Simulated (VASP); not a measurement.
Write the native input for VASP 6.6.1 that does the following.

```yaml
Task: relaxation of cell and atoms
Functional: PBE
Potentials_or_basis: VASP PAW PBE potentials, release 64 (Sb)
Cutoff: 600 eV
k_mesh: 12 × 12 × 10
Occupations: methfessel-paxton, width 0.1 eV
Spin: no spin polarisation
Further_INCAR_settings: ALGO = Normal; EDIFF = 1e-06; IBRION = 2; EDIFFG = -0.01; NSW = 90; ISIF = 3
```

The structure of Sb lies in POSCAR:

```
Sb
1.0
    2.1542000000      1.2437279499      3.7580000000
   -2.1542000000      1.2437279499      3.7580000000
    0.0000000000     -2.4874558998      3.7580000000
Sb
2
Direct
    0.2334900000      0.2334900000      0.2334900000
    0.7665100000      0.7665100000      0.7665100000
```

The input as run:

INCAR

```
SYSTEM = Sb
  PREC = Accurate
  ENCUT = 600
  EDIFF = 1E-6
  ISMEAR = 1
  SIGMA = 0.1
  LREAL = .False.
  LASPH = .True.
  NELM = 80
  ALGO = Normal
  ISIF = 3
  LWAVE = .False.
  LCHARG = .False.
  GGA = PE
  IBRION = 2
  NSW = 90
  EDIFFG = -0.01
```

KPOINTS

```
regular mesh
0
Gamma
  12 12 10
  0 0 0
```

Potentials or basis: VASP PAW PBE potentials, release 64 (Sb).

Command:

```console
$ cat potpaw_PBE.64/Sb/POTCAR > POTCAR
$ mpirun -np 1 vasp_std > vasp.out
```

Results of the run:

* Relaxed volume: 31.77 Å³/atom
* Relaxed cell: a = 4.591 Å, b = 4.591 Å, c = 4.591 Å, α = 56.91°, β = 56.91°, γ = 56.91°
* Space group after relaxing (to 0.05 Å): R-3m (No. 166)
* Energy gained by relaxing: 12.7 meV/atom
* Ionic steps: 7
* Pressure after relaxing: 0.0 GPa
* Band gap on the k mesh: none (metal or under the smearing width)

It took 4.9 min on 1 thread of Intel(R) Xeon(R) 6975P-C (Granite Rapids) (shared host), peak memory 0.42 GiB.
